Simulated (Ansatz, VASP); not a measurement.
# Mo: VASP beside Ansatz

```
Mo
1.0
     0.00000    2.42512    1.52588
     2.42512    0.00000    1.52588
     2.42512    2.42512    0.00000
Mo
1
Direct
  0.00000 0.00000 0.00000
```

Alike in both runs: task single point; functional PBE; k mesh 22 × 22 × 22; occupations gaussian, width 0.15 eV; no spin polarisation.

|  | VASP | Ansatz |
| --- | --- | --- |
| version | VASP 6.6.1 | Ansatz 0.2.0 |
| potentials or method | VASP PAW PBE potentials, release 64 (Mo_sv) | scalar-relativistic, plane waves, PAW |
| plane-wave cutoff (eV) | 520 | 420 |
| valence electrons in the cell | 14 | 14 |

Ansatz gave:

```
gap on the k mesh at the Fermi level (eV)       : none
pressure (GPa)                                  : -23.7
largest component of the traceless stress (GPa) : 15.49
```

Q: Estimate VASP's values.

A: gap on the k mesh at the Fermi level (eV): none; pressure (GPa): -23.5; largest component of the traceless stress (GPa): 15.49.

A gap of «none» marks a metal or a gap that the smearing closes.

Caveats: so large a pressure means that the cell lies far from this level's equilibrium, or that cutoff or potentials fall short (VASP).
